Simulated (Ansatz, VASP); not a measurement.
Au in VASP and in Ansatz

File INCAR:

```
SYSTEM = Au
PREC = Accurate
ENCUT = 520
EDIFF = 1E-6
ISMEAR = 0
SIGMA = 0.15
LREAL = .False.
LASPH = .True.
NELM = 80
ALGO = Fast
ISIF = 2
LWAVE = .False.
LCHARG = .False.
GGA = PS
NBANDS = 12
```

KPOINTS

```
regular mesh
0
Gamma
  20 20 20
  0 0 0
```

Contents of POSCAR:

```
Au
1.0
    0.0000000000      2.2091400000      2.1273200000
    2.2091400000      0.0000000000      2.1273200000
    2.2091400000      2.2091400000      0.0000000000
Au
1
Direct
    0.0000000000      0.0000000000      0.0000000000
```

Input for Ansatz:

```yaml
crystal:
  lattice:
    - [0.0, 2.20914, 2.12732]
    - [2.20914, 0.0, 2.12732]
    - [2.20914, 2.20914, 0.0]
  atoms:
    - { symbol: Au, position: [0.0, 0.0, 0.0] }
basis:
  ecutwfc: 420
kpoints:
  mp_grid: { grid: [20, 20, 20] }
hamiltonian:
  xc: pbesol
scf:
  occupations: { method: gaussian, width: 0.15 }
output:
  forces: true
  stress: true
  eigenvalues: true
```

Change from the starting cell: strain +0.080 along x and y, +0.040 along z, atoms carried along.

Alike in both runs: task single point; functional PBEsol; k mesh 20 × 20 × 20; occupations gaussian, width 0.15 eV; no spin polarisation.

|  | VASP | Ansatz |
| --- | --- | --- |
| version | VASP 6.6.1 | Ansatz 0.2.0 |
| potentials or method | VASP PAW PBE potentials, release 64 (Au) | scalar-relativistic, plane waves, PAW |
| plane-wave cutoff (eV) | 520 | 420 |
| valence electrons in the cell | 11 | 19 |

Ansatz gave:

- gap on the k mesh at the Fermi level (eV): none
- pressure (GPa): -19.3
- largest component of the traceless stress (GPa): 0.31

Which values does VASP return?

gap on the k mesh at the Fermi level (eV): none; pressure (GPa): -19.4; largest component of the traceless stress (GPa): 0.31.

A gap of «none» marks a metal or a gap that the smearing closes. The two sets of potentials don't hold the same shells in valence.

Caveats: so large a pressure means that the cell lies far from this level's equilibrium, or that cutoff or potentials fall short (VASP); the potentials were made for another functional, which shifts forces and pressure (VASP). The runs have no spin-orbit coupling, so splittings on Au are missing.
